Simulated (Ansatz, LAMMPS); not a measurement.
**Relaxing amorphous SiO2 (96 atoms)**

How does amorphous SiO2 (96 atoms) relax, and what do bonds, charges and levels look like afterwards?

Main program and level: Ansatz 0.2.0; Kohn-Sham DFT, PBE, PAW (set soft_2), plane waves.

**What experiment says.** A silica glass plate was measured by high-energy x-ray diffraction at 20 K and the Si-O distance was taken from the first PDF peak (“Polyhedral units and network connectivity in calcium aluminosilicate glasses from high-energy x-ray diffraction”, 2000, arxiv:cond-mat/0007490): nearest Si–O distance 1.61 Å; number of O about Si 4. The nearest silicon-silicon distance in amorphous silica was obtained by fitting a symmetric peak to the measured radial distribution (as quoted in “New insights into the origin of the first sharp diffraction peak in amorphous silica from an analysis of chemical and radial ordering”, 2024, arxiv:2403.10632): nearest Si–Si distance 3.08 Å; nearest O–O distance 2.63 Å. The mean Si-O-Si angle was obtained by reanalysing earlier high-energy photon diffraction data in combination with published neutron diffraction data on silica glass (“Bond angle distribution in amorphous germania and silica”, 1996, arxiv:chem-ph/9603004): Si–O–Si angle 148.3 °.

## Step 1: The structure

The cell holds 96 atoms: 32 Si and 64 O. Its edges and angles: a = 11.687 Å, b = 11.687 Å, c = 11.687 Å, α = 90.0°, β = 90.0°, γ = 90.0°. 96 atoms (32 Si, 64 O) placed at random at 2 g/cm³, melted at 5000 K for 10 ps at fixed volume with the Vashishta potential (Vashishta, Kalia, Rino and Ebbsjo, Phys. Rev. B 41, 12197 (1990)). Quenched from 5000 K to 300 K at 50 K/ps and fixed volume, held 5 ps, then minimised at fixed cell. The density is one point of a scan and needn't be that of the real material.

Before any run, some limits are plain. The quench rate of 50 K/ps is orders of magnitude faster than experiment, which tends to freeze in extra defects. The starting topology of bonds comes from the classical model. The Brillouin zone is sampled at Γ only, in a cell whose shortest periodic width is 12 Å.

## Step 2: How the cell was made

A classical potential makes the cell, at a small fraction of what the same run would cost in DFT.

This step: classical MD, Vashishta potential (Vashishta, Kalia, Rino and Ebbsjo, Phys. Rev. B 41, 12197 (1990)) (LAMMPS 22 Jul 2025 - Update 4).

File in.lmp:

```
# melt-quench of Si32O64
units metal
atom_style atomic
boundary p p p
region box block 0 11.6871 0 11.6871 0 11.6871
create_box 2 box
mass 1 28.0850   # Si
mass 2 15.9990   # O
create_atoms 1 random 32 4102 NULL overlap 1.4 maxtry 2000
create_atoms 2 random 64 4109 NULL overlap 1.4 maxtry 2000
pair_style vashishta/table 100000 0.2
pair_coeff * * SiO.1990.vashishta Si O
neigh_modify delay 0 every 1 check yes
thermo_style custom step time temp pe press density
thermo_modify norm yes
timestep 0.001
thermo 100
min_style cg
minimize 1e-4 1e-4 200 2000
reset_timestep 0
velocity all create 5000 4103 mom yes dist gaussian
fix lim all nve/limit 0.05
fix lan all langevin 5000 5000 0.1 4104 zero yes
thermo 500
run 1000 post no
unfix lim
unfix lan
thermo 1666
fix md all nvt temp 5000 5000 0.1
run 10000 post no
unfix md
thermo 9400
fix md all nvt temp 5000 300 0.1
run 94000 post no
unfix md
thermo 2500
fix md all nvt temp 300 300 0.1
run 5000 post no
unfix md
thermo 100
min_style cg
minimize 0 1e-3 2000 20000
write_dump all custom glass.dump id type xs ys zs modify sort id
```

Command:

```
$ lmp -in in.lmp -log none -nocite
```

Numbers of over 12 decimals in the logs are rounded to 6 here.

Output:

```text
LAMMPS (22 Jul 2025 - Update 4)
Created orthogonal box = (0 0 0) to (11.6871 11.6871 11.6871)
Created 32 atoms
Created 64 atoms
   Step          Time           Temp          PotEng         Press         Density
         0   0              0              4.3539377      1479492.7      2.0000017
       100   0.1            0             -8.5329135     -32490.528      2.0000017
       136   0.136          0             -8.6098885     -34580.278      2.0000017
Loop time of 0.152885 s on 1 MPI rank(s) for 136 steps with 96 atoms
Minimization stats:
  Stopping criterion = energy tolerance
  Energy initial, next-to-last, final =
      4.35393769929637  -8.60906340015394  -8.60988849489463
  Force two-norm initial, final = 904.43075 2.6498524
  Iterations, force evaluations = 136 216
   Step          Time           Temp          PotEng         Press         Density
         0   0              5000          -8.6098885      6502.241       2.0000017
       500   0.5            4338.3677     -7.917364      -8196.8369      2.0000017
      1000   1              4568.303      -8.0387995     -24864.314      2.0000017
Loop time of 0.663748 s on 1 MPI rank(s) for 1000 steps with 96 atoms
   Step          Time           Temp          PotEng         Press         Density
      1000   1              4568.303      -8.0387995     -24864.314      2.0000017
      1666   1.666          4318.7373     -7.9195358      11078.89       2.0000017
      3332   3.332          4961.4679     -7.8762217      17781.83       2.0000017
      4998   4.998          4884.6901     -7.7535894      8657.4641      2.0000017
      6664   6.664          4979.6792     -7.9324577      10932.231      2.0000017
      8330   8.33           4778.2211     -7.787535      -21145.852      2.0000017
[... 2 lines left out ...]
Loop time of 6.14315 s on 1 MPI rank(s) for 10000 steps with 96 atoms
   Step          Time           Temp          PotEng         Press         Density
[... 12 lines left out ...]
Loop time of 52.3993 s on 1 MPI rank(s) for 94000 steps with 96 atoms
   Step          Time           Temp          PotEng         Press         Density
[... 2 lines left out ...]
    110000   110            294.70686     -8.8977642     -43870.399      2.0000017
Loop time of 2.5126 s on 1 MPI rank(s) for 5000 steps with 96 atoms
   Step          Time           Temp          PotEng         Press         Density
    110000   110            294.70686     -8.8977642     -43870.399      2.0000017
    110100   110.1          294.70686     -8.9380471     -45978.027      2.0000017
    110134   110.134        294.70686     -8.9380472     -45975.307      2.0000017
Loop time of 0.159332 s on 1 MPI rank(s) for 134 steps with 96 atoms
Minimization stats:
  Stopping criterion = force tolerance
  Energy initial, next-to-last, final =
     -8.89776423818056  -8.93804719904468  -8.93804719879091
  Force two-norm initial, final = 15.409971 0.0009501102
  Iterations, force evaluations = 134 268
```

Run time: 62 s. Hardware: 1 thread of Intel Xeon Platinum 8488C (Sapphire Rapids), shared host; peak memory 0.075 GiB.

## Step 3: Single point at the start

The forces at the start show how far the geometry lies from a minimum of this functional.

File input.yaml:

```yaml
crystal:
  lattice:
    - [11.6871, 0.0, 0.0]
    - [0.0, 11.6871, 0.0]
    - [0.0, 0.0, 11.6871]
  atoms:
    - { symbol: Si, position: [0.09631, 0.40685, 0.68995] }
    - { symbol: Si, position: [0.44171, 0.4978, 0.40817] }
    - { symbol: Si, position: [0.46118, 0.25348, 0.85583] }
    - { symbol: Si, position: [0.4799, 0.56334, 0.65247] }
    - { symbol: Si, position: [0.54879, 0.81148, 0.87979] }
    - { symbol: Si, position: [0.97912, 0.01279, 0.60956] }
    - { symbol: Si, position: [0.11506, 0.21405, 0.49711] }
    - { symbol: Si, position: [0.69859, 0.2245, 0.93845] }
    - { symbol: Si, position: [0.94636, 0.93446, 0.36426] }
    - { symbol: Si, position: [0.62177, 0.44588, 0.85425] }
    - { symbol: Si, position: [0.87363, 0.67266, 0.60288] }
    - { symbol: Si, position: [0.21963, 0.64459, 0.64171] }
    - { symbol: Si, position: [0.31241, 0.67943, 0.88447] }
    - { symbol: Si, position: [0.82742, 0.36078, 0.14185] }
    - { symbol: Si, position: [0.10852, 0.76616, 0.01497] }
    - { symbol: Si, position: [0.25344, 0.41404, 0.89557] }
    - { symbol: Si, position: [0.51639, 0.05215, 0.00494] }
    - { symbol: Si, position: [0.63328, 0.78389, 0.62788] }
    - { symbol: Si, position: [0.05172, 0.79958, 0.76111] }
    - { symbol: Si, position: [0.96836, 0.17261, 0.27104] }
    - { symbol: Si, position: [0.17945, 0.88461, 0.24454] }
    - { symbol: Si, position: [0.47122, 0.92934, 0.48567] }
    - { symbol: Si, position: [0.8723, 0.68924, 0.34602] }
    - { symbol: Si, position: [0.77109, 0.18006, 0.68429] }
    - { symbol: Si, position: [0.50797, 0.15706, 0.60736] }
    - { symbol: Si, position: [0.67881, 0.63545, 0.03196] }
    - { symbol: Si, position: [0.8384, 0.42939, 0.69968] }
    - { symbol: Si, position: [0.30079, 0.73151, 0.41856] }
    - { symbol: Si, position: [0.40277, 0.04357, 0.25332] }
    - { symbol: Si, position: [0.66603, 0.54876, 0.26615] }
    - { symbol: Si, position: [0.93544, 0.58918, 0.1081] }
    - { symbol: Si, position: [0.36758, 0.25317, 0.40621] }
    - { symbol: O, position: [0.45461, 0.03112, 0.57974] }
    - { symbol: O, position: [0.03897, 0.22261, 0.38155] }
    - { symbol: O, position: [0.45698, 0.21801, 0.72226] }
    - { symbol: O, position: [0.37732, 0.35352, 0.8935] }
    - { symbol: O, position: [0.73253, 0.43942, 0.20958] }
    - { symbol: O, position: [0.74911, 0.44839, 0.8034] }
    - { symbol: O, position: [0.92397, 0.45177, 0.10361] }
    - { symbol: O, position: [0.09037, 0.32331, 0.57969] }
    - { symbol: O, position: [0.19252, 0.39753, 0.01488] }
    - { symbol: O, position: [0.47406, 0.23119, 0.49518] }
    - { symbol: O, position: [0.76392, 0.18581, 0.82364] }
    - { symbol: O, position: [0.93595, 0.93966, 0.50166] }
    - { symbol: O, position: [0.92475, 0.67604, 0.47407] }
    - { symbol: O, position: [0.6461, 0.14617, 0.63042] }
    - { symbol: O, position: [0.87373, 0.82528, 0.3192] }
    - { symbol: O, position: [0.62855, 0.62946, 0.16008] }
    - { symbol: O, position: [0.82883, 0.54212, 0.62077] }
    - { symbol: O, position: [0.59243, 0.30821, 0.88504] }
    - { symbol: O, position: [0.27556, 0.55064, 0.8735] }
    - { symbol: O, position: [0.90519, 0.05546, 0.31313] }
    - { symbol: O, position: [0.81772, 0.63444, 0.04507] }
    - { symbol: O, position: [0.47353, 0.98132, 0.35723] }
    - { symbol: O, position: [0.36951, 0.83513, 0.48252] }
    - { symbol: O, position: [0.60221, 0.83532, 0.75359] }
    - { symbol: O, position: [0.28005, 0.98075, 0.23288] }
    - { symbol: O, position: [0.43987, 0.14286, 0.93367] }
    - { symbol: O, position: [0.47764, 0.03708, 0.13632] }
    - { symbol: O, position: [0.38634, 0.1748, 0.29398] }
    - { symbol: O, position: [0.58629, 0.86381, 0.52548] }
    - { symbol: O, position: [0.9398, 0.62736, 0.24219] }
    - { symbol: O, position: [0.6409, 0.74747, 0.96058] }
    - { symbol: O, position: [0.05167, 0.14252, 0.16804] }
    - { symbol: O, position: [0.96891, 0.41981, 0.7418] }
    - { symbol: O, position: [0.1439, 0.53031, 0.64894] }
    - { symbol: O, position: [0.17672, 0.74115, 0.73262] }
    - { symbol: O, position: [0.87319, 0.26544, 0.23004] }
    - { symbol: O, position: [0.76974, 0.30047, 0.02877] }
    - { symbol: O, position: [0.18203, 0.36306, 0.788] }
    - { symbol: O, position: [0.46902, 0.48284, 0.54276] }
    - { symbol: O, position: [0.03268, 0.92414, 0.70334] }
    - { symbol: O, position: [0.04503, 0.64724, 0.04723] }
    - { symbol: O, position: [0.87018, 0.08754, 0.65439] }
    - { symbol: O, position: [0.38236, 0.62243, 0.39113] }
    - { symbol: O, position: [0.43776, 0.72707, 0.86677] }
    - { symbol: O, position: [0.0814, 0.92061, 0.33524] }
    - { symbol: O, position: [0.7477, 0.6273, 0.34599] }
    [... 12 atom lines left out ...]
    - { symbol: O, position: [0.62433, 0.52541, 0.96585] }
    - { symbol: O, position: [0.24324, 0.77446, 0.30113] }
    - { symbol: O, position: [0.64147, 0.1135, 0.99668] }
    - { symbol: O, position: [0.96144, 0.70956, 0.7048] }
    - { symbol: O, position: [0.1159, 0.85034, 0.12497] }
    - { symbol: O, position: [0.51129, 0.93073, 0.93843] }
kpoints:
  mp_grid: { grid: [1, 1, 1] }
hamiltonian:
  xc: pbe
scf:
  occupations: { method: fermi_dirac, width: 0.025 }
output:
  forces: true
```

Command:

```
$ ansatz run input.yaml --threads 4 --pin off --max-ram 8192MiB --backend cpu --events-out ev --progress --plain --runs-dir out
```

Output:

```text
Engine: ansatz 0.2.0, x86_64-unknown-linux-gnu
Pseudopotentials: kind: paw
Pseudopotential: Si, paw, valence charge 4, recommended cutoff 420 eV (normal), Si.paw.azcp
Pseudopotential: O, paw, valence charge 6, recommended cutoff 420 eV (normal), O.paw.azcp
[... 5 lines on functional and potentials left out ...]
Crystal: 96 atoms, lattice volume = 1596.321 Å³
Basis set: ecut = 420 eV, 31343 PW (Γ), exchange–correlation on 160×160×160 points (8 copies of the dense FFT grid, shifted against one another)
Bands: 352, of which v1, the nominal top of the filled ones, is band 256 counted from 1 (255 counted from 0)
Symmetry: 1 space group operations
Space group: P1 (ITA 1), of the structure as read, at distance tolerance 1.2e-4 Å
k-points: 1
[... 5 lines on functional and potentials left out ...]
Initial density: superposition of atomic densities (neutral atoms: chi_scale 0, normalization atom), corrected by the library's trained network
Initial wavefunctions: pseudopotential atomic-orbital guess
Functional: x = pbe(κ = 0.804, μ = 0.219515), c = pbe(β = 0.066725)
SCF iter   1: F=—  HF=-56758.278741 eV  |F-HF|=—  |Δ(HF+E_count)|=         —  Δρ=8.50e-3  dr2=2.76e0  ethr=1.77e-3  ⟨swp⟩=7.0  Hψ=1753  notcnv=0  defer=68
preconditioner: auto → Resta (q_TF=auto, 2.257 Å⁻¹)  ε∞=2.7  [insulator: Δε(μ)=2.354 eV  Ē_g=16.251 eV  σ=0.025 eV  W_gap=1.00  n_scr=304 (ndim 8)  ℏωp=21.0 eV  f_vac=0.310  D(μ)=0.00/eV (n_scr^D=0)  ε∞_Penn≈2.7  vacuum switching on, ρ_ref=1.9e-2 e/Å³]
SCF iter   2: F=—  HF=-56757.523932 eV  |F-HF|=—  |Δ(HF+E_count)|=   7.55e-1  Δρ=7.73e-3  dr2=7.41e-1  ethr=5.40e-4  ⟨swp⟩=3.0  Hψ=615  notcnv=0  defer=87
SCF iter   3: F=—  HF=-56757.409643 eV  |F-HF|=—  |Δ(HF+E_count)|=   1.14e-1  Δρ=2.24e-3  dr2=2.43e-1  ethr=1.45e-4  ⟨swp⟩=3.0  Hψ=551  notcnv=0  defer=32
automatic band count: iteration 3 solves 297 bands in place of 352: the levels show a gap, and the empty bands left out lie too high to hold charge; the band table lists the bands solved (type scf.n_extra_bands for more)
SCF iter   4: F=—  HF=-56757.379617 eV  |F-HF|=—  |Δ(HF+E_count)|=   3.00e-2  Δρ=8.99e-3  dr2=2.95e0  ethr=4.75e-5  ⟨swp⟩=3.0  Hψ=560  notcnv=0  defer=32  recentre
SCF iter   5: F=—  HF=-56757.367834 eV  |F-HF|=—  |Δ(HF+E_count)|=   1.18e-2  Δρ=2.46e-3  dr2=1.34e-1  ethr=4.75e-5  ⟨swp⟩=4.0  Hψ=586  notcnv=0  defer=87
automatic band count: iteration 5 solves 352 bands in place of 297: the levels no longer show a gap clear of their residuals, so the SCF keeps every band
SCF iter   6: F=—  HF=-56757.343195 eV  |F-HF|=—  |Δ(HF+E_count)|=   2.46e-2  Δρ=1.07e-3  dr2=3.60e-2  ethr=2.61e-5  ⟨swp⟩=2.0  Hψ=599  notcnv=0  defer=87
SCF iter   7: F=—  HF=-56757.343218 eV  |F-HF|=—  |Δ(HF+E_count)|=   2.29e-5  Δρ=5.90e-4  dr2=1.30e-2  ethr=7.02e-6  ⟨swp⟩=2.0  Hψ=271  notcnv=0  defer=87
SCF iter   8: F=—  HF=-56757.343045 eV  |F-HF|=—  |Δ(HF+E_count)|=   1.73e-4  Δρ=4.79e-4  dr2=8.65e-3  ethr=2.54e-6  ⟨swp⟩=1.0  Hψ=265  notcnv=0  defer=87
SCF iter   9: F=—  HF=-56757.342749 eV  |F-HF|=—  |Δ(HF+E_count)|=   2.96e-4  Δρ=2.92e-4  dr2=3.13e-3  ethr=1.69e-6  ⟨swp⟩=1.0  Hψ=265  notcnv=0  defer=87
SCF iter  10: F=—  HF=-56757.342627 eV  |F-HF|=—  |Δ(HF+E_count)|=   1.21e-4  Δρ=7.61e-5  dr2=1.89e-4  ethr=6.12e-7  ⟨swp⟩=2.0  Hψ=267  notcnv=0  defer=87
SCF iter  11: F=—  HF=-56757.342599 eV  |F-HF|=—  |Δ(HF+E_count)|=   2.84e-5  Δρ=2.43e-5  dr2=2.02e-5  ethr=3.68e-8  ⟨swp⟩=1.0  Hψ=265  notcnv=0  defer=87
SCF iter  12: F=—  HF=-56757.342140 eV  |F-HF|=—  |Δ(HF+E_count)|=   4.59e-4  Δρ=5.52e-6  dr2=3.76e-7  ethr=3.95e-9  ⟨swp⟩=3.0  Hψ=517  notcnv=0  defer=87
SCF iter  13: F=—  HF=-56757.342140 eV  |F-HF|=—  |Δ(HF+E_count)|=   9.84e-9  Δρ=3.17e-6  dr2=1.68e-7  ethr=1.95e-11  ⟨swp⟩=5.0  Hψ=1068  notcnv=0
SCF iter  14: F=—  HF=-56757.342140 eV  |F-HF|=—  |Δ(HF+E_count)|=   5.66e-8  Δρ=5.62e-6  dr2=8.89e-7  ethr=1.95e-11  ⟨swp⟩=5.0  Hψ=1066  notcnv=0  recentre
SCF iter  15: F=-56757.342140 eV  HF=-56757.342140 eV  |F-HF|=1.25e-8  |Δ(HF+E_count)|=   4.49e-8  Δρ=8.89e-7  dr2=1.43e-8  ethr=1.95e-11  ⟨swp⟩=3.0  Hψ=1076  notcnv=0
SCF 1 converged in 15 iterations: F = -56757.342140 eV  dr2 = 1.43e-8
  greatest PAW one-centre occupation: 0.871 electrons in one spin orbital (limit 2), on the O atom at site 40 (counted from 0), in its partial waves of l = 0
SCF converged after 15 iterations
Free energy (F): -56757.342140 eV
Harris-Foulkes:  -56757.342140 eV  (|F-HF|=1.25e-8)
Internal energy: -56757.327972 eV  (E = F + TS)
E sigma→0 (E₀):  -56757.335056 eV
Entropy (-TS):   -0.014167 eV (-0.148 meV/atom)
Fermi energy:    4.382217 eV
--- Per-component energies (eV) ---
  E_band       = -3513.983892
  E_kinetic    = 12858.954489
  E_local      = -47200.101182  (includes V_loc(G=0)·N_el)
  E_nonlocal   = 3842.416484
  E_hartree    = 18503.946696
  E_xc         = -6527.372701
  E_vxc        = -7575.179679  (∫ρ·V_xc dr)
  E_paw        = -26597.285082  (= ΣΔE_a)
  E_vpaw       = -2448.131157  (= ΣTr[D̂ρ^β])
  E_aug_tail   = 0.165537  (compensation charges beyond the density's cutoff)
  E_ewald      = -11638.052215
  E_smearing   = -0.014167  (= −TS)
  E_closure    = -0.000000  (closes the sum)
  Σ components = -56757.342140   (vs F -56757.342140, Δ=0.00e0)
--- Forces (eV/Å), atoms counted from 1 ---
  atom   1  Si     0.60324075    -0.77388936    -0.17442340
  atom   2  Si    -0.06276241     0.42187300    -0.32319662
  atom   3  Si    -3.39879326    -0.54468742    -0.67788673
  atom   4  Si     0.24691862     0.40299335    -0.74845453
  atom   5  Si     0.70886160     0.53875489    -0.11319650
  atom   6  Si     0.37881409     0.58704547    -0.68693431
  atom   7  Si    -0.96945651     0.27017531    -1.16015088
  atom   8  Si     2.78343313    -1.43883029     1.33159831
  atom   9  Si     0.28696702     1.38674809    -0.74349125
  atom  10  Si     0.76264838     3.07572705    -0.79050493
  atom  11  Si    -0.11508636    -0.10713468    -0.08410582
  atom  12  Si    -0.23248120    -1.34211863    -1.15342536
  atom  13  Si    -0.70669465    -1.08063181    -0.50522052
  atom  14  Si     0.71311983    -0.32849098     1.81162040
[...]
atom  95  O      0.13148514    -0.20455411    -0.67711648
  atom  96  O      0.02378312    -0.08187458     0.00185087
  max |Σ_I F_I| component: 8.74e-5 eV/Å
```

Elapsed: 19 s, on 4 threads of Intel Xeon Platinum 8488C (Sapphire Rapids), shared host; peak memory 1.9 GiB.

Numbers from this run:

| Item | Value |
| --- | --- |
| free energy | -56757.3421 eV |
| free energy per atom | -591.2223 eV/atom |
| SCF cycles | 15 |
| r.m.s. force component | 0.7859 eV/Å |
| longest force | 5.566 eV/Å |
| Fermi energy | 4.382 eV |

The r.m.s. force component of 0.79 eV/Å sets the starting point.

Neighbours are counted within 2.02 Å (O-Si).

Length of the force by element and coordination:

```tsv
element	coordination	atoms	mean length of the force (eV/Å)	spread	least	most
O	all	64	0.792	0.544	0.0853	2.83
O	1	2	1.08	0.321	0.756	1.40
O	2	61	0.785	0.552	0.0853	2.83
O	3	1	0.605	0	0.605	0.605
Si	all	32	1.47	1.24	0.178	5.57
Si	3	1	1.39	0	1.39	1.39
Si	4	31	1.48	1.26	0.178	5.57
```

[end of part 1 of 4]

[Logs are printed without paths, hosts, clocks, repeated set-up lines and the standing remarks that a program may print on its own settings, such as how far it seeks lower states.]

[Hosts, paths, dates, database ids (printed as entryN), source tags and the programs' standing remarks are cut or masked in the printed files.]
